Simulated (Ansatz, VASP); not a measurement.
# One calculation of W, two programs

```xyz
1
Lattice="-1.5823 1.5823 1.5823 1.5823 -1.5823 1.5823 1.5823 1.5823 -1.5823" Properties=species:S:1:pos:R:3 pbc="T T T"
W     0.0000    0.0000    0.0000
```

Alike in both runs: task band structure; functional r2SCAN; k mesh 12 × 12 × 12; occupations fermi-dirac, width 0.05 eV; no spin polarisation.

```csv
,VASP,Ansatz
version,VASP 6.6.1,Ansatz 0.2.0
potentials or method,"VASP PAW PBE potentials, release 64 (W_sv)",Ansatz PAW
plane-wave cutoff (eV),520,500
valence electrons in the cell,14,14
```

VASP gave:

```
gap on the k mesh at the Fermi level (eV) : none
pressure (GPa)                            : 2.8
```

**Question.** What did Ansatz give for the same quantities?

**Answer.** gap on the k mesh at the Fermi level (eV): none; pressure (GPa): 1.5.

A gap of «none» marks a metal or a gap that the smearing closes.

Caveats: spin-orbit coupling is left out, which moves the levels of the heavy elements; the PAW data sets were made with another functional, which shifts forces and pressure a little (VASP); the PAW data sets come from PBE, with cores solved anew for the run's functional, which leaves a small shift of forces and pressure (Ansatz).
